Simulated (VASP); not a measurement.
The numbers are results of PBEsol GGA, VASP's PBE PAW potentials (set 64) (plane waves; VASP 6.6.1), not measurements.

VASP ran on this input.

### POSCAR
```
MgF2
1
    4.6251001902    -0.0000000000     0.0000000000
    0.0000000000     4.6251001902     0.0000000000
    0.0000000000     0.0000000000     3.0542140270
Mg F
2 4
Direct
  1.0000000000   0.0000000000   1.0000000000
  0.5000000000   0.5000000000   0.5000000000
  0.3030863562   0.3030863562   1.0000000000
  0.8030863562   0.1969136438   0.5000000000
  0.1969136438   0.8030863562   0.5000000000
  0.6969136438   0.6969136438   0.0000000000
```

INCAR:
```
SYSTEM=MgF2
PREC=Accurate; ENCUT=520; LREAL=F
LASPH=T; ICHARG=11
EDIFF=1E-7; NELM=100; ALGO=Normal
ISMEAR=0; SIGMA=0.05
GGA=PS
LWAVE=F; LCHARG=F; LORBIT=11
```

**KPOINTS**
```
k-points along high-symmetry lines
10
Line-mode
Reciprocal
  0.000000   0.000000   0.000000 ! GAMMA
  0.000000   0.500000   0.000000 ! X

  0.000000   0.500000   0.000000 ! X
  0.500000   0.500000   0.000000 ! M

  0.500000   0.500000   0.000000 ! M
  0.000000   0.000000   0.000000 ! GAMMA

  0.000000   0.000000   0.000000 ! GAMMA
  0.000000   0.000000   0.500000 ! Z

  0.000000   0.000000   0.500000 ! Z
  0.000000   0.500000   0.500000 ! R

  0.000000   0.500000   0.500000 ! R
  0.500000   0.500000   0.500000 ! A

  0.500000   0.500000   0.500000 ! A
  0.000000   0.000000   0.500000 ! Z

  0.000000   0.500000   0.000000 ! X
  0.000000   0.500000   0.500000 ! R

  0.500000   0.500000   0.000000 ! M
  0.500000   0.500000   0.500000 ! A
```

POTCAR, in this order: Mg F (PBE.64 set). Program: vasp_std. Read from the step before: CHGCAR.

Output

OUTCAR:
```
 ion  position               nearest neighbor table
   1  0.000  0.000  0.000-   3 1.98   6 1.98   5 2.00   4 2.00   4 2.00   5 2.00   2 3.61   2 3.61
                             2 3.61   2 3.61   2 3.61   2 3.61   2 3.61   2 3.61
   2  0.500  0.500  0.500-   4 1.98   5 1.98   3 2.00   6 2.00   3 2.00   6 2.00   1 3.61   1 3.61
                             1 3.61   1 3.61   1 3.61   1 3.61   1 3.61   1 3.61
   3  0.303  0.303  0.000-   1 1.98   2 2.00   2 2.00
   4  0.803  0.197  0.500-   2 1.98   1 2.00   1 2.00
   5  0.197  0.803  0.500-   2 1.98   1 2.00   1 2.00
   6  0.697  0.697  0.000-   1 1.98   2 2.00   2 2.00
  LATTYP: Found a simple tetragonal cell.
 ALAT       =     4.6251001902
 C/A-ratio  =     0.6603562953
 Subroutine PRICEL returns:
 Original cell was already a primitive cell.
 Subroutine GETGRP returns: Found 16 space group operations
The static configuration has the point symmetry D_2h.
 The point group associated with its full space group is D_4h.
The dynamic configuration has the point symmetry D_2h.
 Subroutine INISYM returns: Found 16 space group operations
   k-points           NKPTS =     90   k-points in BZ     NKDIM =     90   number of bands    NBANDS=     20
   number of dos      NEDOS =    301   number of ions     NIONS =      6
   total plane-waves  NPLWV =  31104
   dimension x,y,z NGX =    36 NGY =   36 NGZ =   24
   dimension x,y,z NGXF=    72 NGYF=   72 NGZF=   48
   ions per type =               2   4
...
```

### OSZICAR
```
       N       E                     dE             d eps       ncg     rms          rms(c)
DAV:   1     0.192796828821E+03    0.19280E+03   -0.18001E+04  3776   0.150E+03
DAV:   2    -0.231650332908E+02   -0.21596E+03   -0.20824E+03  4804   0.323E+02
DAV:   3    -0.324353675521E+02   -0.92703E+01   -0.92420E+01  4252   0.701E+01
DAV:   4    -0.324984483074E+02   -0.63081E-01   -0.63059E-01  4076   0.663E+00
DAV:   5    -0.324988690272E+02   -0.42072E-03   -0.42070E-03  4096   0.548E-01
DAV:   6    -0.324988736735E+02   -0.46463E-05   -0.46462E-05  4092   0.546E-02
DAV:   7    -0.324988737490E+02   -0.75465E-07   -0.75442E-07  3680   0.631E-03
   1 F= -.32498874E+02 E0= -.32498874E+02  d E =-.205897E-20
```

File OUTCAR:
```
 val. band max:       -1.3072631370   @ k =   0.0000   0.0000   0.0000

 cond. band min:       5.6104170440   @ k =   0.0000   0.0000   0.0000



 k-point     1 :       0.0000    0.0000    0.0000
  band No.  band energies     occupation
      1     -21.9541      2.00000
      2     -21.1311      2.00000
      3     -21.1311      2.00000
      4     -21.0383      2.00000
      5      -5.4364      2.00000
      6      -3.8450      2.00000
      7      -3.4281      2.00000
      8      -3.4281      2.00000
      9      -3.2361      2.00000
     10      -3.2042      2.00000
     11      -2.5449      2.00000
     12      -2.5449      2.00000
     13      -2.0429      2.00000
     14      -1.6292      2.00000
     15      -1.6292      2.00000
     16      -1.3073      2.00000
     17       5.6104      0.00000
     18      10.7271      0.00000
     19      10.7271      0.00000
     20      12.2139      0.00000

 k-point     2 :       0.0000    0.0556    0.0000
  band No.  band energies     occupation
      1     -21.9492      2.00000
      2     -21.1443      2.00000
      3     -21.1299      2.00000
      4     -21.0327      2.00000
      5      -5.4245      2.00000
      6      -3.8427      2.00000
      7      -3.5000      2.00000
      8      -3.4090      2.00000
      9      -3.2313      2.00000
     10      -3.1408      2.00000
     11      -2.5507      2.00000
     12      -2.5412      2.00000
     13      -2.0467      2.00000
     14      -1.6586      2.00000
     15      -1.6317      2.00000
     16      -1.3151      2.00000
     17       5.6511      0.00000
     18      10.6656      0.00000
     19      10.7473      0.00000
     20      12.2310      0.00000

 k-point     3 :       0.0000    0.1111    0.0000
  band No.  band energies     occupation
      1     -21.9338      2.00000
      2     -21.1768      2.00000
      3     -21.1255      2.00000
      4     -21.0219      2.00000
      5      -5.3893      2.00000
      6      -3.8325      2.00000
...
```

The density is held fixed in this step, so its total energy and stress have no physical meaning.

The compound is MgF2 in the rutile structure. It was relaxed first.
